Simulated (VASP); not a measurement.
# V (Fd-3m) in VASP: single point with PBE

Aim: the single point of V with PBE.

All numbers are computed with VASP 6.6.1; they aren't measurements. Logs are shortened: lines on timing, memory, paths and dates and some standing lists are left out, and cuts for length are marked.

### Step 1. The crystal as given

It takes space group Fd-3m (No. 227, cubic). The conventional cell has a = 5.314 Å, b = 5.314 Å, c = 5.314 Å, α = 90.00°, β = 90.00°, γ = 90.00°. Around V (site symmetry -43m) lie 4 V at 2.30 Å.

This isn't the form of V at room conditions, which is bcc.

### Step 2. Single point, PBE

File INCAR:

```
PREC = Accurate
ENCUT = 520
EDIFF = 1E-7
ISMEAR = -1
SIGMA = 0.1
LREAL = F
LASPH = T
NELM = 100
ALGO = Normal
ISIF = 2
LWAVE = F
LCHARG = F
GGA = PE
NBANDS = 20
```

File KPOINTS:

```
Automatic mesh
0
Gamma
  5 5 5
```

File POSCAR:

```
V
1.0
    0.0000000000      2.6568089625      2.6568089625
    2.6568089625      0.0000000000      2.6568089625
    2.6568089625      2.6568089625      0.0000000000
V
2
Direct
    0.1250000000      0.1250000000      0.1250000000
    0.8750000000      0.8750000000      0.8750000000
```

Potentials or basis: VASP PAW PBE potentials, release 64 (V_sv).

Launch:

```bash
> cat potpaw_PBE.64/V_sv/POTCAR > POTCAR
> mpirun -np 1 vasp_std > vasp.out
```

OUTCAR:

```text
PREC = Accurate
   ENCUT = 520
   EDIFF = 1E-7
   ISMEAR = -1
   LREAL = F
   LASPH = T
   NELM = 100
   ISIF = 2
   GGA = PE

 ion  position               nearest neighbor table
   1  0.125  0.125  0.125-   2 2.30   2 2.30   2 2.30   2 2.30
   2  0.875  0.875  0.875-   1 2.30   1 2.30   1 2.30   1 2.30

  LATTYP: Found a face centered cubic cell.
 ALAT       =     5.3136179250

  Lattice vectors:

 A1 = (   0.0000000000,   2.6568089625,   2.6568089625)
 A2 = (   2.6568089625,   0.0000000000,   2.6568089625)
 A3 = (   2.6568089625,   2.6568089625,   0.0000000000)

Analysis of symmetry for initial positions (statically):
=====================================================================
 Subroutine PRICEL returns:
 Original cell was already a primitive cell.

 Routine SETGRP: Setting up the symmetry group for a
 face centered cubic supercell.

 Subroutine GETGRP returns: Found 48 space group operations
 (whereof 12 operations were pure point group operations)
 out of a pool of 48 trial point group operations.

The static configuration has the point symmetry D_3d.
 The point group associated with its full space group is O_h .

Analysis of symmetry for dynamics (positions and initial velocities):
=====================================================================
 Subroutine PRICEL returns:
 Original cell was already a primitive cell.

 Routine SETGRP: Setting up the symmetry group for a
 face centered cubic supercell.

 Subroutine GETGRP returns: Found 48 space group operations
 (whereof 12 operations were pure point group operations)
 out of a pool of 48 trial point group operations.

The dynamic configuration has the point symmetry D_3d.
 The point group associated with its full space group is O_h .

 Subroutine INISYM returns: Found 48 space group operations
 (whereof 12 operations are pure point group operations),
 and found     1 'primitive' translations

----------------------------------------------------------------------------------------

                                     Primitive cell

  volume of cell :      37.5069
[... 63 lines left out ...]
   NGXF,Y,Z  is equivalent  to a cutoff of  24.78, 24.78, 24.78 a.u.
 SYSTEM =  unknown system
   PREC   = accura    normal or accurate (medium, high low for compatibility)
   ISTART =      0    job   : 0-new  1-cont  2-samecut
   ICHARG =      2    charge: 1-file 2-atom 10-const
   ISPIN  =      1    spin polarized calculation?
   LNONCOLLINEAR =      F non collinear calculations
   LSORBIT =      F    spin-orbit coupling
   LASPH  =      T    aspherical Exc in radial PAW
   ENCUT  =  520.0 eV  38.22 Ry    6.18 a.u.   6.99  6.99  6.99*2*pi/ulx,y,z
   NELM   =    100;   NELMIN=  2; NELMDL= -5     # of ELM steps
   EDIFF  = 0.1E-06   stopping-criterion for ELM
   LREAL  =      F    real-space projection
   EDIFFG = 0.1E-05   stopping-criterion for IOM
   NSW    =      0    number of steps for IOM
   IBRION =     -1    ionic relax: 0-MD 1-quasi-New 2-CG
   NFREE  =      0    steps in history (QN), initial steepest desc. (CG)
   ISIF   =      2    stress and relaxation
   ISYM   =      2    0-nonsym 1-usesym 2-fastsym
   POTIM  = 0.5000    time-step for ionic-motion
   TEBEG  =    0.0;   TEEND  =   0.0 temperature during run
   PSTRESS=    0.0 pullay stress
   NELECT =      26.0000    total number of electrons
   NUPDOWN=      -1.0000    fix difference up-down
   EMIN   =  10.00;   EMAX   =-10.00  energy-range for DOS
   EFERMI =   0.00;   METHOD = LEGACY
   ISMEAR =    -1;   SIGMA  =   0.10  broadening in eV -4-tet -1-fermi 0-gaus
   EFERMI_NEDOS =   21; number of points for ismear=-14 and -15
   IALGO  =     38    algorithm
   IMIX   =      4    mixing-type and parameters
     AMIX     =   0.40;   BMIX     =  1.00
     AMIX_MAG =   1.60;   BMIX_MAG =  1.00
  volume/ion in A,a.u.               =      18.75       126.55
  Fermi-wavevector in a.u.,A,eV,Ry     =   1.448868  2.737964 28.561619  2.099220
  Thomas-Fermi vector in A             =   2.566660
   LORBIT       =      0    0 simple, 1 ext, 2 COOP (PROOUT), +10 PAW based schemes
   GGA     = PE    functional components
   LHFCALC =     F    Hartree Fock is set to
   AEXX    =    0.0000 exact exchange contribution
   IVDW    =     0    specifies the selected vdW correction
   LEPSILON=     F    determine dielectric tensor
   LRPA    =     F    only Hartree local field effects (RPA)
 non-spin polarized calculation
  energy-cutoff  :      520.00
  volume of cell :       37.51
 maximum number of plane-waves:      1031
   NGX = 13   NGY = 13   NGZ = 13

 number of electron      26.0000011 magnetization

 Free energy of the ion-electron system (eV)
  ---------------------------------------------------
  ext. energy  EPLUGINS =         0.00000000
  ---------------------------------------------------
  free energy    TOTEN  =       -13.26304529 eV

  energy without entropy =      -13.07923738  energy(sigma->0) =      -13.17114134

 E-fermi :   6.1317     XC(G=0): -10.8430

 val. band max:        6.1239139729   @ k =  -0.4000   0.2000   0.0000
 cond. band min:       6.1494049697   @ k =   0.4000   0.2000   0.0000
 fundamental gap:      0.0254909967
 Fermi energy:         6.1317149543

 k-point     1 :       0.0000    0.0000    0.0000
  band No.  band energies     occupation
      1     -57.5753      2.00000
      2     -56.9744      2.00000
      3     -31.6266      2.00000
      4     -31.6266      2.00000
      5     -31.6266      2.00000
      6     -30.7995      2.00000
[... 219 lines left out ...]
     19       9.9840      0.00000
     20      11.1319      0.00000

------------------------ aborting loop because EDIFF is reached ----------------------------------------

  FORCE on cell =-STRESS in cart. coord.  units (eV):
  Direction    XX          YY          ZZ          XY          YZ          ZX
  --------------------------------------------------------------------------------------
  -------------------------------------------------------------------------------------
  Total        0.1529411      0.1529411      0.1529411     -0.0000000     -0.0000000      0.0000000
  in kB        6.5331693      6.5331693      6.5331693     -0.0000000     -0.0000000      0.0000000
  external PRESSURE =       6.5331693 kB  Pullay stress =       0.0000000 kB

 VOLUME and BASIS-vectors are now :
 -----------------------------------------------------------------------------
  energy-cutoff  :      520.00
  volume of cell :       37.51
      direct lattice vectors                 reciprocal lattice vectors
     0.000000000  2.656808962  2.656808962    -0.188195692  0.188195692  0.188195692
     2.656808962  0.000000000  2.656808962     0.188195692 -0.188195692  0.188195692
     2.656808962  2.656808962  0.000000000     0.188195692  0.188195692 -0.188195692

 POSITION                                       TOTAL-FORCE (eV/Angst)
 -----------------------------------------------------------------------------------
      0.66420      0.66420      0.66420        -0.000000     -0.000000     -0.000000
      4.64942      4.64942      4.64942         0.000000      0.000000      0.000000
 -----------------------------------------------------------------------------------
    total drift:                                0.000000      0.000000     -0.000000

  FREE ENERGIE OF THE ION-ELECTRON SYSTEM (eV)
  ---------------------------------------------------
  free  energy   TOTEN  =       -13.2630452905 eV

  energy  without entropy=      -13.0792373797  energy(sigma->0) =      -13.17114134
```

stdout:

```text
POSCAR found type information on POSCAR V
 POSCAR found :  1 types and       2 ions
 scaLAPACK will be used
 LDA part: xc-table for (Slater+PW92), standard interpolation
 POSCAR, INCAR and KPOINTS ok, starting setup
 FFT: planning ... GRIDC
 FFT: planning ... GRID_SOFT
 FFT: planning ... GRID
 WAVECAR not read
 entering main loop
```

Wall time 15 s (1 thread of AMD EPYC 7R13 (Zen 3), shared host); peak memory 0.11 GiB.

Results:

```yaml
Free_energy: -13.2630 eV
Pressure: 0.7 GPa
Band_gap_on_the_k_mesh: none (metal or under the smearing width)
```

Levels at points of the mesh, in eV from the Fermi level:
```csv
k point,band 9,band 10,band 11,band 12,band 13,band 14,band 15,band 16,band 17,band 18
"(0.00, 0.00, 0.00)",-5.24,-1.05,-1.05,-0.55,-0.55,-0.55,1.50,1.50,1.50,3.71
```

Caveat: the k mesh is coarse (spacing up to 0.41 Å⁻¹), so the values aren't converged.
